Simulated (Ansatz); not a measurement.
## NaCl: what symmetry allows forces and stress to be

```xyz
2
Lattice="0.0000 2.8317 2.8317 2.8317 0.0000 2.8317 2.8317 2.8317 0.0000" Properties=species:S:1:pos:R:3 pbc="T T T"
Na    0.0000    0.1500    0.0000
Cl    2.8317    2.8317    2.8317
```

Level of theory: DFT PBE, scalar-relativistic, plane waves, PAW in Ansatz.

Plane waves to 420 eV, a k mesh through Γ of 8×8×8 on the computed 2-atom cell and Gaussian smearing (0.02 eV); no spin polarisation.

This distorted cell has space group I4mm, with 8 operations.

Q: Without a calculation: in which directions can each atom feel a force?

A: A force must be left unchanged by every operation that keeps its atom in place, so it lies in the space that those operations leave fixed. Atoms that the group maps onto each other feel forces of one size.
```
atom site symmetry operations at the site equivalent to atom allowed force (Cartesian)
 Na1            4mm                       8                   1   along (0.00, 1.00, 0.00)
 Cl2            4mm                       8                   2   along (0.00, 1.00, 0.00)
```

That leaves 2 independent force components of 6, tied by 1 condition that the forces sum to zero, so 1 remains. A relaxation in this cell that keeps the symmetry moves the atoms in these directions alone.

Q: And the stress tensor?

A: It must be invariant under the point group, which leaves 2 independent components: yz, xz, xy vanish; xx = zz.

Q: Do the computed values obey this?

A: Yes. Forces (eV/Å):
```
Na1  0.000 -0.213  0.000
Cl2  0.000  0.213  0.000
```

Stress (GPa, compression positive, xx yy zz yz xz xy): 0.37 1.23 0.37 0.00 0.00 0.00. The program imposes the same operations on density, forces and stress, so this confirms the analysis and is no independent test of the calculation.